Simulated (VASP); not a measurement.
# In2O3 (R-3c) in VASP: further runs

Runs on In2O3. Level: LDA. Tasks: single point.

Program: VASP 6.6.1. These are calculated values, not measurements. Logs are shortened: lines on timing, memory, paths and dates and some standing lists are left out, and cuts for length are marked.

## 1. The crystal as given

Symmetry: R-3c, No. 167, trigonal system. The conventional cell has a = 5.487 Å, b = 5.487 Å, c = 14.510 Å, α = 90.00°, β = 90.00°, γ = 120.00°. Around In (site symmetry 3) lie 6 O at 2.12 to 2.26 Å. O (site symmetry 2) has 4 In at 2.12 to 2.26 Å as nearest neighbours.

## 2. Single point, LDA

Input file INCAR:

```
SYSTEM = In2O3
  PREC = Accurate
  ENCUT = 450
  EDIFF = 1E-5
  ISMEAR = 0
  SIGMA = 0.05
  LREAL = .False.
  LASPH = .True.
  NELM = 100
  ALGO = Normal
  ISIF = 2
  LWAVE = .False.
  LCHARG = .False.
  GGA = CA
  ADDGRID = .False.
```

Input file KPOINTS:

```
regular mesh
0
Gamma
  4 4 4
  0 0 0
```

Input file POSCAR:

```
In2O3
1.0
    2.7435000000      1.5839604635      4.8366666667
   -2.7435000000      1.5839604635      4.8366666667
    0.0000000000     -3.1679209270      4.8366666667
In O
4 6
Direct
    0.8573100000      0.8573100000      0.8573100000
    0.6426900000      0.6426900000      0.6426900000
    0.1426900000      0.1426900000      0.1426900000
    0.3573100000      0.3573100000      0.3573100000
    0.0480000000      0.7500000000      0.4520000000
    0.7500000000      0.4520000000      0.0480000000
    0.4520000000      0.0480000000      0.7500000000
    0.9520000000      0.2500000000      0.5480000000
    0.2500000000      0.5480000000      0.9520000000
    0.5480000000      0.9520000000      0.2500000000
```

Potentials or basis: VASP PAW LDA potentials, release 64 (In_d, O).

Command:

```sh
> cat potpaw_LDA.64/In_d/POTCAR potpaw_LDA.64/O/POTCAR > POTCAR
> mpirun -np 1 vasp_std > vasp.out
```

OUTCAR:

```text
SYSTEM = In2O3
   PREC = Accurate
   ENCUT = 450
   EDIFF = 1E-5
   ISMEAR = 0
   LREAL = .False.
   LASPH = .True.
   NELM = 100
   ISIF = 2
   GGA = CA

 Found     13 irreducible k-points:

 Following reciprocal coordinates:
            Coordinates               Weight
  0.000000  0.000000  0.000000      1.000000
  0.250000 -0.000000 -0.000000      6.000000
  0.500000 -0.000000 -0.000000      3.000000
  0.250000  0.250000 -0.000000      6.000000
  0.500000  0.250000  0.000000     12.000000
 -0.250000  0.250000  0.000000      6.000000
   k-points           NKPTS =     13   k-points in BZ     NKDIM =     13   number of bands    NBANDS=     52
   number of dos      NEDOS =    301   number of ions     NIONS =     10
   total plane-waves  NPLWV =  64000
   dimension x,y,z NGX =    40 NGY =   40 NGZ =   40
   dimension x,y,z NGXF=    80 NGYF=   80 NGZF=   80
   ions per type =               4   6
   NGX,Y,Z   is equivalent  to a cutoff of  11.50, 11.50, 11.50 a.u.
   NGXF,Y,Z  is equivalent  to a cutoff of  23.00, 23.00, 23.00 a.u.
 SYSTEM =  In2O3
   PREC   = accura    normal or accurate (medium, high low for compatibility)
   ISTART =      0    job   : 0-new  1-cont  2-samecut
   ICHARG =      2    charge: 1-file 2-atom 10-const
   ISPIN  =      1    spin polarized calculation?
   LNONCOLLINEAR =      F non collinear calculations
   LSORBIT =      F    spin-orbit coupling
   LASPH  =      T    aspherical Exc in radial PAW
   ENCUT  =  450.0 eV  33.07 Ry    5.75 a.u.  10.00 10.00 10.00*2*pi/ulx,y,z
   NELM   =    100;   NELMIN=  2; NELMDL= -5     # of ELM steps
   EDIFF  = 0.1E-04   stopping-criterion for ELM
   LREAL  =      F    real-space projection
   EDIFFG = 0.1E-03   stopping-criterion for IOM
   NSW    =      0    number of steps for IOM
   IBRION =     -1    ionic relax: 0-MD 1-quasi-New 2-CG
   NFREE  =      0    steps in history (QN), initial steepest desc. (CG)
   ISIF   =      2    stress and relaxation
   ISYM   =      2    0-nonsym 1-usesym 2-fastsym
   POTIM  = 0.5000    time-step for ionic-motion
   TEBEG  =    0.0;   TEEND  =   0.0 temperature during run
   PSTRESS=    0.0 pullay stress
   NELECT =      88.0000    total number of electrons
   NUPDOWN=      -1.0000    fix difference up-down
   EMIN   =  10.00;   EMAX   =-10.00  energy-range for DOS
   EFERMI =   0.00;   METHOD = LEGACY
   ISMEAR =     0;   SIGMA  =   0.05  broadening in eV -4-tet -1-fermi 0-gaus
   EFERMI_NEDOS =   21; number of points for ismear=-14 and -15
   IALGO  =     38    algorithm
   IMIX   =      4    mixing-type and parameters
     AMIX     =   0.40;   BMIX     =  1.00
     AMIX_MAG =   1.60;   BMIX_MAG =  1.00
  volume/ion in A,a.u.               =      12.61        85.10
  Fermi-wavevector in a.u.,A,eV,Ry     =   1.452068  2.744010 28.687886  2.108500
  Thomas-Fermi vector in A             =   2.569492
   LORBIT       =      0    0 simple, 1 ext, 2 COOP (PROOUT), +10 PAW based schemes
   GGA     = CA    functional components
   LHFCALC =     F    Hartree Fock is set to
   AEXX    =    0.0000 exact exchange contribution
   IVDW    =     0    specifies the selected vdW correction
   LEPSILON=     F    determine dielectric tensor
   LRPA    =     F    only Hartree local field effects (RPA)
 non-spin polarized calculation
 Gauss-broadening in eV      SIGMA  =   0.05
  energy-cutoff  :      450.00
  volume of cell :      126.11
 maximum number of plane-waves:      2756
   NGX = 19   NGY = 19   NGZ = 19

 number of electron      87.9999962 magnetization

 Free energy of the ion-electron system (eV)
  ---------------------------------------------------
  ext. energy  EPLUGINS =         0.00000000
  ---------------------------------------------------
  free energy    TOTEN  =       -63.66857728 eV

  energy without entropy =      -63.66857728  energy(sigma->0) =      -63.66857728

 E-fermi :   5.5536     XC(G=0): -11.7568

 val. band max:        5.2945500339   @ k =   0.2500  -0.0000  -0.0000
 cond. band min:       6.5039149735   @ k =   0.0000   0.0000   0.0000
 fundamental gap:      1.2093649396
 Fermi energy:         5.5536194001

 k-point     1 :       0.0000    0.0000    0.0000
  band No.  band energies     occupation
      1     -12.1160      2.00000
      2     -11.1959      2.00000
      3     -11.1959      2.00000
      4     -10.9517      2.00000
      5     -10.9517      2.00000
      6     -10.8458      2.00000
[... 44 lines left out ...]
     51      14.3432      0.00000
     52      14.6244      0.00000

 k-point     2 :       0.2500   -0.0000   -0.0000
  band No.  band energies     occupation
      1     -11.9378      2.00000
      2     -11.1730      2.00000
      3     -11.1586      2.00000
      4     -11.1041      2.00000
      5     -10.9921      2.00000
      6     -10.9166      2.00000
[... 44 lines left out ...]
     51      14.6035      0.00000
     52      15.0303      0.00000

 k-point     3 :       0.5000   -0.0000   -0.0000
  band No.  band energies     occupation
      1     -11.5143      2.00000
      2     -11.5143      2.00000
      3     -11.0927      2.00000
      4     -11.0927      2.00000
      5     -11.0459      2.00000
      6     -11.0459      2.00000
[... 44 lines left out ...]
     51      14.2985      0.00000
     52      14.2985      0.00000

 k-point     4 :       0.2500    0.2500   -0.0000
  band No.  band energies     occupation
      1     -11.9033      2.00000
      2     -11.2527      2.00000
      3     -11.1116      2.00000
      4     -11.1104      2.00000
      5     -10.9737      2.00000
      6     -10.9150      2.00000
[... 44 lines left out ...]
     51      14.0814      0.00000
     52      15.2826      0.00000

 k-point     5 :       0.5000    0.2500    0.0000
  band No.  band energies     occupation
      1     -11.6310      2.00000
      2     -11.3834      2.00000
      3     -11.1821      2.00000
      4     -11.0941      2.00000
      5     -11.0490      2.00000
      6     -10.9182      2.00000
[... 44 lines left out ...]
     51      14.0074      0.00000
     52      15.0465      0.00000

 k-point     6 :      -0.2500    0.2500    0.0000
  band No.  band energies     occupation
      1     -11.6977      2.00000
      2     -11.3247      2.00000
      3     -11.2044      2.00000
      4     -11.0676      2.00000
      5     -10.9907      2.00000
      6     -10.9898      2.00000
[... 44 lines left out ...]
     51      14.5054      0.00000
     52      14.8397      0.00000

 [... further k-points ...]

------------------------ aborting loop because EDIFF is reached ----------------------------------------

  FORCE on cell =-STRESS in cart. coord.  units (eV):
  Direction    XX          YY          ZZ          XY          YZ          ZX
  --------------------------------------------------------------------------------------
  -------------------------------------------------------------------------------------
  Total       -2.6836086     -2.6836086     -3.1136749      0.0000000     -0.0000000      0.0000000
  in kB      -34.0943995    -34.0943995    -39.5582567      0.0000000     -0.0000000      0.0000000
  external PRESSURE =     -35.9156852 kB  Pullay stress =       0.0000000 kB

 VOLUME and BASIS-vectors are now :
 -----------------------------------------------------------------------------
  energy-cutoff  :      450.00
  volume of cell :      126.11
      direct lattice vectors                 reciprocal lattice vectors
     2.743500000  1.583960463  4.836666667     0.182248952  0.105221482  0.068917988
    -2.743500000  1.583960463  4.836666667    -0.182248952  0.105221482  0.068917988
     0.000000000 -3.167920927  4.836666667     0.000000000 -0.210442963  0.068917988

 POSITION                                       TOTAL-FORCE (eV/Angst)
 -----------------------------------------------------------------------------------
      0.00000      0.00000     12.43957        -0.000000      0.000000     -0.103685
      0.00000      0.00000      9.32543        -0.000000      0.000000      0.103685
      0.00000      0.00000      2.07043        -0.000000      0.000000      0.103685
      0.00000      0.00000      5.18457        -0.000000      0.000000     -0.103685
     -1.92594     -0.16790      6.04583        -0.088342     -0.153013     -0.000000
      0.81756      1.75186      6.04583        -0.088342      0.153013     -0.000000
      1.10837     -1.58396      6.04583         0.176684      0.000000     -0.000000
      1.92594      0.16790      8.46417         0.088342      0.153013     -0.000000
     -0.81756     -1.75186      8.46417         0.088342     -0.153013     -0.000000
     -1.10837      1.58396      8.46417        -0.176684      0.000000     -0.000000
 -----------------------------------------------------------------------------------
    total drift:                               -0.000000     -0.000000      0.000000

  FREE ENERGIE OF THE ION-ELECTRON SYSTEM (eV)
  ---------------------------------------------------
  free  energy   TOTEN  =       -63.6685772790 eV

  energy  without entropy=      -63.6685772790  energy(sigma->0) =      -63.66857728
```

It took 36 s on 1 thread of Intel Xeon 6975P-C (Granite Rapids), shared host; peak memory 0.21 GiB.

These settings aren't checked as converged: the numbers below hold their error.

What came out:

```yaml
Free_energy: -63.6686 eV
Largest_force: 0.177 eV/Å
Band_gap_on_the_k_mesh: 1.21 eV, indirect (least direct gap 1.25 eV)
```

Caveat: the cutoff is under 1.25 times the usual one of these potentials, so pressure, stress and relaxed cells hold a basis-set (Pulay) error; spin-orbit coupling is left out, which moves the levels of the heavy elements.

## 3. Single point, LDA

INCAR: that of step 2 with these lines changed.

```diff
@@ -3,3 +3,3 @@
   ENCUT = 450
-  EDIFF = 1E-5
+  EDIFF = 1E-7
   ISMEAR = 0
@@ -14,2 +14,2 @@
   GGA = CA
-  ADDGRID = .False.
+  ADDGRID = .True.
```

KPOINTS is that of step 2.

POSCAR is that of step 2.

Potentials or basis: VASP PAW LDA potentials, release 64 (In_d, O).

Command:

```sh
> cat potpaw_LDA.64/In_d/POTCAR potpaw_LDA.64/O/POTCAR > POTCAR
> mpirun -np 1 vasp_std > vasp.out
```

It took 47 s on 1 thread of Intel Xeon 6975P-C (Granite Rapids), shared host; peak memory 0.33 GiB.

The run converged, but some of its settings lie outside the range that counts as converged, so its numbers aren't taken as properties of the crystal.

Results:

```yaml
Free_energy: -63.6686 eV
Largest_force: 0.175 eV/Å
Band_gap_on_the_k_mesh: 1.21 eV, indirect (least direct gap 1.25 eV)
```

Caveat: the cutoff is under 1.25 times the usual one of these potentials, so pressure, stress and relaxed cells hold a basis-set (Pulay) error; spin-orbit coupling is left out, which moves the levels of the heavy elements.

## 4. For comparison

An earlier run on the cell as given: functional PBE; potentials or basis VASP PAW PBE potentials, release 64 (In_d, O); cutoff 520 eV; k mesh 6 × 6 × 6; occupations fermi-dirac, width 0.05 eV; no spin polarisation.

- Pressure: 9.0 GPa
- Largest force: 0.139 eV/Å
- Band gap on the k mesh: 1.30 eV, indirect (least direct gap 1.34 eV)
